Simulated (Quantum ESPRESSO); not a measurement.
TaN, 2 atoms in the cell. Symmetry: Fm-3m, No. 225, cubic system. Conventional cell: a = 4.423 Å, b = 4.423 Å, c = 4.423 Å, α = 90.00°, β = 90.00°, γ = 90.00°. Around Ta (site symmetry m-3m) lie 6 N at 2.21 Å. Around N (site symmetry m-3m) lie 6 Ta at 2.21 Å. The cell comes from a database or a generator and needn't be the stable form of this composition.

* Program: Quantum ESPRESSO 7.5
* Task: band structure
* Functional: RPBE
* Potentials or basis: SG15 PBE 1.2
* Cutoff: 1197 eV
* Density cutoff: 4789 eV
* k mesh: 10 × 10 × 10
* Occupations: fermi-dirac, width 0.05 eV
* Spin: no spin polarisation
* Mixing beta: 0.5
* Most SCF iterations: 120
* SCF threshold: 4e-10 Ry

Potentials or basis: SG15 PBE 1.2.

Run with:

```sh
$ OMP_NUM_THREADS=1 pw.x -in pw.in > pw.out
$ OMP_NUM_THREADS=1 pw.x -in bands.in > bands.out
```

Hardware: 1 thread of Arm Neoverse V2, on a shared host.

Q: Estimate the wall time of this run.

A: Run time: 63 s on 1 thread of Arm Neoverse V2, on a shared host, peak memory 0.09 GiB. Counts: scf iterations 10, k pools 1, bands 24, k points 47, g dense 16361.
